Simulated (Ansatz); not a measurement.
Self-consistent states of MnS (P6_3mc)

Computed with Ansatz (plane waves, PAW): LDA+U, U_eff = 4.0 eV (Dudarev form) on Mn d, fully localised double counting, scalar-relativistic datasets, 420 eV, PAW set soft_2 (made for PBE), 6×6×6 mesh, Gaussian smearing of 0.05 eV.

```xyz
8
Lattice="3.9760 0.0000 0.0000 -1.9880 3.4433 6.4320 0.0000 0.0000 12.8640" Properties=species:S:1:pos:R:3 pbc="T T T"
Mn    0.0000    2.2955   12.8640
Mn    1.9880    1.1478    3.2160
S     0.0000    2.2955   15.3403
S     1.9880    1.1478    5.6923
Mn    0.0000    2.2955    6.4320
Mn    1.9880    1.1478    9.6480
S     0.0000    2.2955    8.9083
S     1.9880    1.1478   12.1243
```

The structure is that of a cell as deposited in COD, unrelaxed. The cell shown is twice the primitive one, so that more magnetic patterns fit.

Cell and atoms stay fixed, and the cell was started in 6 ways, of which 1 didn't converge and is left out, without spin–orbit coupling. The starts were built for 5 d electrons on Mn, a formal count that the converged states needn't keep. Starting moments of the plain starts: Mn1 5.00; Mn2 5.00; Mn5 -5.00; Mn6 -5.00 μB (atoms counted from 1).

Energies count from the lowest free state found; constrained states (a lock kept on the moments, or spin off) can lie above or below free ones. A natural orbital (eigenvector of a shell's occupation matrix) is counted as filled above 0.75 (0.9 in a metal) and as partly filled from 0.35 up to that; ↑ and ↓ are the spin channels.

```tsv
state	reached from	ΔE (meV/atom)	gap (eV)	P (GPa)	cell spin moment (μB)	site spin moments (μB)	shell filling	Hubbard energy (eV/cell)	flags
1	typed shells with each spin channel wholly full or empty (5+0 electrons), held until the density converged; natural orbitals of the symmetric run, filled by rank; from atoms, symmetry kept, no search; 2 more	0.0	2.42	-2.0	0.00	Mn 4.25, -4.25 (signs ++−−)	Mn 5↑ 0↓, 5.29 e; Mn 0↑ 5↓, 5.29 e	2.76	–
```

The lowest free state (state 1) has 5 d electrons in filled orbitals, 5 of them unpaired, the high-spin filling, a gap of 2.42 eV. Its natural occupations are Mn1 spin up: 0.99 0.99 0.99 1.00 1.00; Mn1 spin down: 0.03 0.03 0.09 0.09 0.09; Mn2 spin up: 0.99 0.99 0.99 1.00 1.00; Mn2 spin down: 0.03 0.03 0.09 0.09 0.09. Since all bands are wholly filled or empty, the fractional occupations (0.09) come from mixing of the shell with the neighbours' orbitals (covalency), not from partly filled bands.

All 5 free starts end within 3 meV/atom of the lowest, but the starts that were left out might have ended elsewhere.

Every start opposed the Mn moments, so their parallel order wasn't tried, nor other patterns of signs.

In the lowest free state the fixed cell carries a pressure of -2.0 GPa (the cell is larger than this level of theory would relax to) and forces up to 0.27 eV/Å; relaxing would change energies and could change the order of close states.

A still lower state can't be excluded. U wasn't fitted or computed for this material, so the results show what this U gives and needn't match the real solid. Gaps are Kohn–Sham gaps over the k-mesh alone and may be smaller between its points. Site moments are integrated in small spheres and here fall short of the shell's N↑ − N↓.
